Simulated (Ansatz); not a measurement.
We consider zinc-blende AlSb, described by LDA (Ansatz, a program for electronic structure, PAW).

Run with plane-wave cutoff 520 eV, 10×10×10 k mesh, perturbation theory, scalar-relativistic PAW data made under PBE.

Cell (relaxed at this level):

```
AlSb
1.0
    0.00000     3.05354     3.05354
    3.05354     0.00000     3.05354
    3.05354     3.05354     0.00000
Al Sb
1 1
Direct
  0.00000   0.00000   0.00000
  0.75000   0.75000   0.75000
```

Question: What does this level give for the TO(Γ) frequency?

Answer: 
TO(Γ) frequency: 316 cm⁻¹

Measured, for comparison: zone-centre TO phonon frequency 323 cm⁻¹ (temperature not stated, no zero-point or thermal correction; as tabulated in Giannozzi et al., Phys. Rev. B (1991)). Computed (rounded) less measured: zone-centre TO phonon frequency -2 %.

Spin–orbit coupling is not included.

It cost very roughly 4 core-minutes of CPU time.
